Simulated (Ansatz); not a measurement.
# Stack of 1T-PtSSe under alpha-Ga2S3 ferroelectric layer, shifted by two thirds of the diagonal in a perpendicular field

What dipole does a perpendicular field induce in the stack of 1T-PtSSe under alpha-Ga2S3 ferroelectric layer, shifted by two thirds of the diagonal, and does the gap follow? A positive field points along +c.

Method: plane-wave DFT, PBE-D3(BJ), Ansatz PAW, in Ansatz 0.2.0.

### 1. The structure

The cell holds 8 atoms: 1 Se, 1 Pt, 4 S and 2 Ga. Cell: a = 3.655 Å, b = 3.655 Å, c = 53.627 Å, α = 90.0°, β = 90.0°, γ = 120.0°. Regions: layer 1: 1T-PtSSe, 3 atoms (1 Se, 1 Pt and 1 S); layer 2: alpha-Ga2S3 ferroelectric layer, 5 atoms (3 S and 2 Ga). Vacuum lies along c.

### 2. Relaxation

The starting cell is a guess, so the in-plane lattice and the atoms are relaxed first, with the slab cut off from its images along the normal.

The input, input.yaml:

```yaml
crystal:
  lattice:
    - [3.655, 0.0, 0.0]
    - [-1.8275, 3.1653228508, 0.0]
    - [0.0, 0.0, 53.6266931341]
  atoms:
    - { symbol: Se, position: [0.6666666667, 0.3333333333, 0.394393142] }
    - { symbol: Pt, position: [0.0, 0.0, 0.4172918215] }
    - { symbol: S, position: [0.3333333333, 0.6666666667, 0.4339705898] }
    - { symbol: S, position: [0.6666666667, 0.3333333333, 0.4899128794] }
    - { symbol: Ga, position: [0.0, 0.0, 0.5109379428] }
    - { symbol: S, position: [0.0, 0.0, 0.5532676086] }
    - { symbol: Ga, position: [0.3333333333, 0.6666666667, 0.5822975707] }
    - { symbol: S, position: [0.6666666667, 0.3333333333, 0.605606858] }
  periodic: [true, true, false]
kpoints:
  mp_grid: { grid: [12, 12, 1] }
hamiltonian:
  xc: pbe
  dispersion: d3bj
scf:
  occupations: { method: fermi_dirac, width: 0.05 }
  convergence: { dr2_threshold: 1.0e-09 }
relax:
  f_tol: 0.004
  max_steps: 90
  cell: {}
output:
  write_potential: true
  write_density: true
  volumetric_format: npy
```

On the command line:

```bash
$ ansatz run input.yaml --threads 4 --pin off --max-ram 6144MiB --backend cpu --events-out ev --progress --plain --runs-dir out
```

Numbers of over 12 decimals in the logs are rounded to 6 here.

The program printed:

```text
Warning: relax.cell: scf.convergence.dr2_threshold = 1e-9 eV is looser than the 1.75890728231e-10 eV advised for a relaxation that steers and ends on the stress (1e-10 eV for each atom of the cell: 8, times the square of relax.cell.stress_2d_tol = 0.05 N/m over 21.3 Å (the atoms' height at the walk's start and 5 Å past either face), 2.344e-2 GPa, over a crystal's default 0.05). What an SCF threshold leaves in a stress goes as its square root, and in the free energy as the threshold itself, and one threshold admits the most on a small cell: [figures from the program's tests cut] Set scf.convergence.dr2_threshold to 1.75890728231e-10 eV or tighter. [rest of the remark cut]
Engine: ansatz 0.2.0, x86_64-unknown-linux-gnu
Pseudopotentials: kind: paw
Pseudopotential: Se, paw, valence charge 16, recommended cutoff 420 eV (normal), Se.paw.azcp
Pseudopotential: Pt, paw, valence charge 18, recommended cutoff 420 eV (normal), Pt.paw.azcp
Pseudopotential: S, paw, valence charge 6, recommended cutoff 420 eV (normal), S.paw.azcp
Pseudopotential: Ga, paw, valence charge 13, recommended cutoff 420 eV (normal), Ga.paw.azcp
Functional definition: PBE
  parameter kappa = 0.804
  parameter beta = 0.066725
  exchange = pbe_x(kappa = kappa, mu = beta*pi^2/3)
  correlation = pbe_c(beta = beta)
Crystal: 8 atoms, lattice volume = 620.421 Å³
Basis set: ecut = 420 eV, 11891 PW (Γ), exchange–correlation on 50×50×720 points (8 copies of the dense FFT grid, shifted against one another)
Bands: 51, of which v1, the nominal top of the filled ones, is band 42 counted from 1 (41 counted from 0)
Symmetry: 6 space group operations
Space group: P3m1 (ITA 156), of the structure as read, at distance tolerance 8.5e-5 Å
k-points: 19 of 144 (time reversal used)
Non-local potential: Se, projectors of the file, l = 0: 2, l = 1: 2, l = 2: 3, l = 3: 1
Non-local potential: Pt, projectors of the file, l = 0: 3, l = 1: 2, l = 2: 2, l = 3: 1
Non-local potential: S, projectors of the file, l = 0: 2, l = 1: 2, l = 2: 2
Non-local potential: Ga, projectors of the file, l = 0: 2, l = 1: 2, l = 2: 3, l = 3: 1
PAW form: soft (Blöchl's): semilocal exchange-correlation on the pseudo side does not see the compensation charge
PAW one-centre angular grid: Se, 590 points (default); XC on 64 Gauss nodes
PAW one-centre angular grid: Pt, 590 points (default); XC on 64 Gauss nodes
PAW one-centre angular grid: S, 110 points (default); XC on 64 Gauss nodes
PAW one-centre angular grid: Ga, 590 points (default); XC on 64 Gauss nodes
Initial density: superposition of atomic densities (neutral atoms: chi_scale 0, normalization atom), corrected by the library's trained network
Initial wavefunctions: pseudopotential atomic-orbital guess
Functional: x = pbe(κ = 0.804, μ = 0.219515), c = pbe(β = 0.066725)
SCF iter   1: F=—  HF=-29172.053460 eV  |F-HF|=—  |Δ(HF+E_count)|=         —  Δρ=1.73e-3  dr2=1.51e-1  ethr=1.77e-3  ⟨swp⟩=16.7  Hψ=6685  notcnv=0  defer=12
preconditioner: auto → Resta (q_TF=auto, 1.955 Å⁻¹)  ε∞=2.0  [insulator: Δε(μ)=1.095 eV  Ē_g=12.215 eV  σ=0.050 eV  W_gap=1.00  n_scr=32 (ndim 8)  ℏωp=12.1 eV  f_vac=0.722  D(μ)=0.00/eV (n_scr^D=0)  ε∞_Penn≈2.0  vacuum switching on, ρ_ref=1.1e-2 e/Å³]
SCF iter   2: F=—  HF=-29172.085368 eV  |F-HF|=—  |Δ(HF+E_count)|=   3.19e-2  Δρ=2.86e-3  dr2=1.95e0  ethr=1.80e-4  ⟨swp⟩=5.0  Hψ=2318  notcnv=0  defer=60  recentre
preconditioner: auto → LDOS  [metal: Δε(μ)=0.011 eV  Ē_g=12.003 eV  σ=0.050 eV  W_gap=0.05  n_scr=32 (ndim 8)  ℏωp=12.1 eV  f_vac=0.722  D(μ)=2.29/eV (n_scr^D=12)  β→1.0]
SCF iter   3: F=—  HF=-29172.046787 eV  |F-HF|=—  |Δ(HF+E_count)|=   3.86e-2  Δρ=1.22e-3  dr2=8.77e-2  ethr=1.80e-4  ⟨swp⟩=4.2  Hψ=1686  notcnv=0  defer=37
SCF iter   4: F=—  HF=-29172.039401 eV  |F-HF|=—  |Δ(HF+E_count)|=   7.39e-3  Δρ=6.30e-4  dr2=3.08e-2  ethr=1.04e-4  ⟨swp⟩=2.5  Hψ=1361  notcnv=0  defer=51
SCF iter   5: F=—  HF=-29172.037505 eV  |F-HF|=—  |Δ(HF+E_count)|=   1.90e-3  Δρ=2.81e-4  dr2=6.71e-3  ethr=3.66e-5  ⟨swp⟩=2.2  Hψ=1221  notcnv=0  defer=51
SCF iter   6: F=—  HF=-29172.037146 eV  |F-HF|=—  |Δ(HF+E_count)|=   3.59e-4  Δρ=1.75e-4  dr2=2.51e-3  ethr=7.99e-6  ⟨swp⟩=2.7  Hψ=1312  notcnv=0  defer=51
SCF iter   7: F=—  HF=-29172.037017 eV  |F-HF|=—  |Δ(HF+E_count)|=   1.29e-4  Δρ=1.52e-4  dr2=4.02e-4  ethr=2.99e-6  ⟨swp⟩=3.2  Hψ=1749  notcnv=0  defer=51
SCF iter   8: F=—  HF=-29172.036908 eV  |F-HF|=—  |Δ(HF+E_count)|=   1.08e-4  Δρ=8.07e-5  dr2=5.19e-5  ethr=4.79e-7  ⟨swp⟩=3.1  Hψ=1928  notcnv=0  defer=58
SCF iter   9: F=—  HF=-29172.036943 eV  |F-HF|=—  |Δ(HF+E_count)|=   3.48e-5  Δρ=4.94e-5  dr2=5.06e-5  ethr=6.18e-8  ⟨swp⟩=3.2  Hψ=2263  notcnv=0  defer=58
SCF iter  10: F=—  HF=-29172.036921 eV  |F-HF|=—  |Δ(HF+E_count)|=   2.18e-5  Δρ=1.67e-5  dr2=5.46e-6  ethr=6.03e-8  ⟨swp⟩=2.5  Hψ=1387  notcnv=0  defer=58
SCF iter  11: F=—  HF=-29172.036979 eV  |F-HF|=—  |Δ(HF+E_count)|=   5.78e-5  Δρ=5.37e-6  dr2=3.06e-7  ethr=6.50e-9  ⟨swp⟩=3.1  Hψ=1987  notcnv=0  defer=58
SCF iter  12: F=—  HF=-29172.036979 eV  |F-HF|=—  |Δ(HF+E_count)|=   2.66e-8  Δρ=1.87e-6  dr2=1.97e-8  ethr=3.64e-10  ⟨swp⟩=3.4  Hψ=2008  notcnv=0  defer=58
SCF iter  13: F=—  HF=-29172.036979 eV  |F-HF|=—  |Δ(HF+E_count)|=   8.15e-8  Δρ=7.79e-7  dr2=2.29e-9  ethr=2.34e-11  ⟨swp⟩=3.2  Hψ=2199  notcnv=0  defer=58
SCF iter  14: F=-29172.036979 eV  HF=-29172.036979 eV  |F-HF|=5.04e-9  |Δ(HF+E_count)|=   2.99e-8  Δρ=2.08e-7  dr2=1.65e-10  ethr=1.19e-12  ⟨swp⟩=11.8  Hψ=7707  notcnv=0
SCF 1 converged in 14 iterations: F = -29172.036979 eV  dr2 = 1.65e-10
  greatest PAW one-centre occupation: 1.000 electrons in one spin orbital (limit 2), on the Pt atom at site 1 (counted from 0), in its partial waves of l = 0
relax step   1: F+E_penalty+E_count = -29172.03697895 eV  Δ(F+E_penalty+E_count) = +0.000e0 eV  max|allowed force component| = 3.586e0 eV/Å  Δτ_max = 0.0000 Å  P = +4.496 N/m  Ω = 620.421 Å³  fix = [c, alpha, beta]  reactions: c +0.000 N/m  (14 SCF iters, accepted)
Crystal: 8 atoms, lattice volume = 620.460 Å³
Initial density: handed on by an earlier stage of this run
Initial wavefunctions: those handed on with the density
iter 1 solved again at ethr=1.69e-4 eV; its pass at ethr=3.10e-3 eV (dr2=1.42e-1 eV) is discarded
SCF iter   1: F=—  HF=-29172.750431 eV  |F-HF|=—  |Δ(HF+E_count)|=         —  Δρ=5.11e-3  dr2=1.43e-1  ethr=1.69e-4  ⟨swp⟩=3.9  Hψ=5755  notcnv=0
preconditioner: auto → Resta (q_TF=auto, 1.955 Å⁻¹)  ε∞=2.0  [insulator: Δε(μ)=0.645 eV  Ē_g=11.981 eV  σ=0.050 eV  W_gap=1.00  n_scr=32 (ndim 8)  ℏωp=12.1 eV  f_vac=0.721  D(μ)=0.01/eV (n_scr^D=0)  ε∞_Penn≈2.0  vacuum switching on, ρ_ref=1.0e-2 e/Å³]
[...]
SCF iter  11: F=—  HF=-29172.805187 eV  |F-HF|=—  |Δ(HF+E_count)|=   5.10e-8  Δρ=3.18e-6  dr2=2.36e-7  ethr=6.90e-10  ⟨swp⟩=2.8  Hψ=1664  notcnv=0  defer=47
SCF iter  12: F=—  HF=-29172.805187 eV  |F-HF|=—  |Δ(HF+E_count)|=   1.26e-9  Δρ=1.81e-6  dr2=1.52e-7  ethr=2.80e-10  ⟨swp⟩=3.2  Hψ=1615  notcnv=0  defer=47
SCF iter  13: F=—  HF=-29172.805187 eV  |F-HF|=—  |Δ(HF+E_count)|=   5.46e-9  Δρ=8.03e-7  dr2=1.83e-8  ethr=1.81e-10  ⟨swp⟩=1.7  Hψ=1078  notcnv=0  defer=47
SCF iter  14: F=-29172.805187 eV  HF=-29172.805187 eV  |F-HF|=1.16e-10  |Δ(HF+E_count)|=   3.90e-9  Δρ=2.73e-7  dr2=5.20e-10  ethr=1.19e-12  ⟨swp⟩=10.4  Hψ=8698  notcnv=0
SCF 3 converged in 14 iterations: F = -29172.805187 eV  dr2 = 5.20e-10
relax step   3: F+E_penalty+E_count = -29172.80518666 eV  Δ(F+E_penalty+E_count) = -7.684e-2 eV  max|allowed force component| = 2.310e-1 eV/Å  Δτ_max = 0.1947 Å  P = -0.381 N/m  Ω = 608.997 Å³  energy of the carried Pulay correction = +6.239e-4 eV  fix = [c, alpha, beta]  reactions: c -0.000 N/m  (14 SCF iters, accepted)
[...]
relax step   4: F+E_penalty+E_count = -29172.80899735 eV  Δ(F+E_penalty+E_count) = -3.811e-3 eV  max|allowed force component| = 4.979e-2 eV/Å  Δτ_max = 0.0883 Å  P = -0.282 N/m  Ω = 608.605 Å³  energy of the carried Pulay correction = +6.455e-4 eV  fix = [c, alpha, beta]  reactions: c -0.000 N/m  (14 SCF iters, accepted)
[...]
relax step   5: F+E_penalty+E_count = -29172.81019109 eV  Δ(F+E_penalty+E_count) = -1.194e-3 eV  max|allowed force component| = 2.149e-2 eV/Å  Δτ_max = 0.0342 Å  P = -0.076 N/m  Ω = 607.892 Å³  energy of the carried Pulay correction = +6.849e-4 eV  fix = [c, alpha, beta]  reactions: c -0.000 N/m  (11 SCF iters, accepted)
[...]
relax step   6: F+E_penalty+E_count = -29172.81025597 eV  Δ(F+E_penalty+E_count) = -6.488e-5 eV  max|allowed force component| = 7.461e-3 eV/Å  Δτ_max = 0.0053 Å  P = -0.010 N/m  Ω = 607.798 Å³  energy of the carried Pulay correction = +6.900e-4 eV  fix = [c, alpha, beta]  reactions: c -0.000 N/m  (9 SCF iters, accepted)
[...]
relax step   7: F+E_penalty+E_count = -29172.81026046 eV  Δ(F+E_penalty+E_count) = -4.483e-6 eV  max|allowed force component| = 3.593e-3 eV/Å  Δτ_max = 0.0005 Å  P = +0.000 N/m  Ω = 607.789 Å³  energy of the carried Pulay correction = +6.905e-4 eV  fix = [c, alpha, beta]  reactions: c +0.000 N/m  (7 SCF iters, accepted)
Initial wavefunctions: pseudopotential atomic-orbital guess (no wavefunctions were taken with the density)
iter 1 solved again at ethr=2.83e-7 eV; its pass at ethr=3.10e-3 eV (dr2=2.38e-4 eV) is discarded
SCF iter   1: F=—  HF=-29172.809546 eV  |F-HF|=—  |Δ(HF+E_count)|=         —  Δρ=1.49e-5  dr2=3.17e-7  ethr=2.83e-7  ⟨swp⟩=5.6  Hψ=10787  notcnv=0
preconditioner: auto → Resta (q_TF=auto, 1.962 Å⁻¹)  ε∞=2.0  [insulator: Δε(μ)=0.915 eV  Ē_g=12.110 eV  σ=0.050 eV  W_gap=1.00  n_scr=32 (ndim 8)  ℏωp=12.2 eV  f_vac=0.724  D(μ)=0.00/eV (n_scr^D=0)  ε∞_Penn≈2.0  vacuum switching on, ρ_ref=1.1e-2 e/Å³]
SCF iter   2: F=—  HF=-29172.809599 eV  |F-HF|=—  |Δ(HF+E_count)|=   5.32e-5  Δρ=9.69e-6  dr2=1.83e-7  ethr=3.77e-10  ⟨swp⟩=4.2  Hψ=3021  notcnv=0
SCF iter   3: F=—  HF=-29172.809599 eV  |F-HF|=—  |Δ(HF+E_count)|=   7.34e-8  Δρ=1.55e-6  dr2=1.67e-8  ethr=2.18e-10  ⟨swp⟩=2.2  Hψ=1676  notcnv=0
SCF iter   4: F=—  HF=-29172.809599 eV  |F-HF|=—  |Δ(HF+E_count)|=   9.52e-9  Δρ=8.34e-7  dr2=3.26e-8  ethr=1.98e-11  ⟨swp⟩=3.1  Hψ=2333  notcnv=0
SCF iter   5: F=—  HF=-29172.809599 eV  |F-HF|=—  |Δ(HF+E_count)|=   2.60e-9  Δρ=4.00e-7  dr2=2.27e-9  ethr=1.98e-11  ⟨swp⟩=2.7  Hψ=1262  notcnv=0
SCF iter   6: F=-29172.809599 eV  HF=-29172.809599 eV  |F-HF|=5.31e-10  |Δ(HF+E_count)|=  6.91e-11  Δρ=1.86e-7  dr2=6.68e-10  ethr=1.19e-12  ⟨swp⟩=17.0  Hψ=8073  notcnv=0
SCF 8 converged in 6 iterations: F = -29172.809599 eV  dr2 = 6.68e-10
relax step   8: F+E_penalty+E_count = -29172.80959904 eV  Δ(F+E_penalty+E_count) = +6.614e-4 eV  max|allowed force component| = 3.621e-3 eV/Å  Δτ_max = 0.0000 Å  P = -0.001 N/m  Ω = 607.789 Å³  fix = [c, alpha, beta]  reactions: c -0.000 N/m  stress off target by 6.19e-4 N/m on what of the cell is left free  SCF on the basis re-selected at this cell (its energy is not comparable with the rows above)  (6 SCF iters)
basis re-selected at this cell: Δ(F+E_penalty+E_count) = +6.614e-4 eV, ΔP = -0.001 N/m vs the last step (what re-selecting the basis moved, of the pressure what is left beyond the Pulay correction that the steps carried, after the strain that the cell walked since its last selection, with what the two solves' SCF thresholds leave and, on support functions, any second-order correction that the steps lacked; it is no m [...]
SCF converged after 6 iterations
Free energy (F): -29172.809599 eV
Harris-Foulkes:  -29172.809599 eV  (|F-HF|=5.31e-10)
Internal energy: -29172.809581 eV  (E = F + TS)
E sigma→0 (E₀):  -29172.809590 eV
Entropy (-TS):   -0.000018 eV (-0.002 meV/atom)
Fermi energy:    -5.415796 eV
--- Per-component energies (eV) ---
  E_band       = -2030.773272
  E_kinetic    = 1413.325519
  E_local      = -505775.998642  (includes V_loc(G=0)·N_el)
  E_nonlocal   = 573.153269
  E_hartree    = 251773.890175
  E_xc         = -890.737408
  E_vxc        = -864.586084  (∫ρ·V_xc dr)
  E_paw        = -17751.329833  (= ΣΔE_a)
  E_vpaw       = -924.449049  (= ΣTr[D̂ρ^β])
  E_aug_tail   = -0.000608  (compensation charges beyond the density's cutoff)
  E_ewald      = 241487.302672
  E_disp       = -2.414725  (pairwise vdW)
  E_smearing   = -0.000018  (= −TS)
  E_closure    = -0.000000  (closes the sum)
  Σ components = -29172.809599   (vs F -29172.809599, Δ=0.00e0)
--- Forces (eV/Å), atoms counted from 1 ---
  atom   1  Se     0.00000000    -0.00000000    -0.00141699
  atom   2  Pt    -0.00000000     0.00000000     0.00180984
  atom   3  S     -0.00000000     0.00000000    -0.00052698
  atom   4  S     -0.00000000     0.00000000    -0.00087768
  atom   5  Ga     0.00000000    -0.00000000     0.00105238
  atom   6  S     -0.00000000     0.00000000    -0.00137197
  atom   7  Ga     0.00000000     0.00000000     0.00362155
  atom   8  S      0.00000000    -0.00000000    -0.00228510
  max |Σ_I F_I| component: 5.06e-6 eV/Å
--- 2D stress c σ (N/m, compression-positive) ---
       -0.000619      -0.000000      -0.000000
       -0.000000      -0.000619      -0.000000
       -0.000000      -0.000000      -0.000000
  P = ½ c Tr σ = -0.0006 N/m
--- Band table (eV; the first three rows and the last of 19) ---
  k-point 0: bands = [... 38 lower, -6.1849, -6.1849, -6.0781, -6.0781, -3.9947, -3.4984, -3.4984, -2.8239, ... 5 higher]
  k-point 1: bands = [... 38 lower, -6.4857, -6.3033, -6.2129, -5.9204, -3.9969, -3.6153, -3.6046, -2.5133, ... 5 higher]
  k-point 2: bands = [... 38 lower, -6.7048, -6.6232, -6.2536, -5.8725, -4.7314, -3.8322, -3.1766, -2.3578, ... 5 higher]
  k-point 18: bands = [... 38 lower, -7.7443, -7.5622, -7.3362, -6.2533, -4.9571, -4.2982, -3.2418, -2.6058, ... 5 higher]
  the weakly bound empty levels are not read free of the cell's end (no_gap_told)
--- Relaxed structure (7 steps of the walk, 7 accepted, 1 SCFs on fresh bases) ---
  F+E_penalty+E_count = -29172.80959904 eV   max|allowed force component| = 3.621e-3 eV/Å   (the final SCF, on the basis selected at the relaxed cell)
  cell:  # Å, volume = 607.7891 Å³
    - [3.617601, 0, 0]
    - [-1.808800, 3.132934, 0]
    - [0, 0, 53.6266931341]
  atoms:
    - { symbol: Se, position: [0.666667, 0.333333, 0.392401] }
    - { symbol: Pt, position: [-3.1179716231842835e-17, -1.8503717076816684e-17, 0.417788] }
    - { symbol: S, position: [0.333333, 0.666667, 0.440287] }
    - { symbol: S, position: [0.666667, 0.333333, 0.491508] }
    - { symbol: Ga, position: [-3.221091791484556e-17, -1.8503717076816684e-17, 0.511008] }
    - { symbol: S, position: [-3.522084053026916e-17, -1.8503717076816684e-17, 0.552096] }
    - { symbol: Ga, position: [0.333333, 0.666667, 0.580644] }
    - { symbol: S, position: [0.666667, 0.333333, 0.601946] }
```

The job ended after 5.4 min (4 threads of AMD EPYC (Zen 3), shared host; peak memory 1.3 GiB; 19 min of CPU time).

Relaxation path:

```tsv
step	energy less that of the first step (eV)	largest force component (eV/Å)	volume (Å³)
1	0.0000	3.5858	620.42
2	-0.6914	0.6610	620.46
3	-0.7682	0.2310	609.00
4	-0.7720	0.0498	608.61
5	-0.7732	0.0215	607.89
6	-0.7733	0.0075	607.80
7	-0.7733	0.0036	607.79
8*	-0.7726	0.0036	607.79
```

Relaxation steps marked * repeat the geometry before them on a plane-wave basis chosen anew for their cell, so energy and pressure can jump there.

Forces are held to the 6 operations that the run works with; a distortion that breaks them can't arise in this run.

```tsv
cell as run	before	after	change
a (Å)	3.655	3.618	-1.0 %
b (Å)	3.655	3.618	-1.0 %
```

The atoms that moved most (Å, along periodic axes as changes of fractional coordinates times the final cell, across vacuum about the mean position):

```tsv
atom	dx	dy	dz	length
S3	0.000	0.000	0.339	0.339
S8	0.000	0.000	-0.196	0.196
Se1	0.000	0.000	-0.107	0.107
Ga7	0.000	0.000	-0.089	0.089
S4	0.000	0.000	0.086	0.086
S6	0.000	0.000	-0.063	0.063
Pt2	0.000	0.000	0.027	0.027
```

Final coordinates:

```cif
data_structure
_symmetry_space_group_name_H-M 'P 1'
_symmetry_Int_Tables_number 1
_cell_length_a 3.6176
_cell_length_b 3.6176
_cell_length_c 53.6267
_cell_angle_alpha 90.000
_cell_angle_beta 90.000
_cell_angle_gamma 120.000
_cell_volume 607.79
loop_
_atom_site_label
_atom_site_type_symbol
_atom_site_fract_x
_atom_site_fract_y
_atom_site_fract_z
_atom_site_occupancy
Se1 Se 0.66667 0.33333 0.39240 1
Pt2 Pt 0.00000 0.00000 0.41779 1
S3 S 0.33333 0.66667 0.44029 1
S4 S 0.66667 0.33333 0.49151 1
Ga5 Ga 0.00000 0.00000 0.51101 1
S6 S 0.00000 0.00000 0.55210 1
Ga7 Ga 0.33333 0.66667 0.58064 1
S8 S 0.66667 0.33333 0.60195 1
```

The lattice constant a goes from 3.655 to 3.618 Å.

(Part 1 of 2 ends here.)

[Logs are printed without paths, hosts, clocks, repeated set-up lines and the standing remarks that a program may print on its own settings, such as how far it seeks lower states.]

[Hosts, paths, dates, database ids (printed as entryN), source tags and the programs' standing remarks are cut or masked in the printed files.]

[Maps of the electrostatic potential energy from Ansatz leave out the sawtooth potential of an applied field or a dipole correction, so their vacuum need not be flat; planar profiles and work functions include it.]
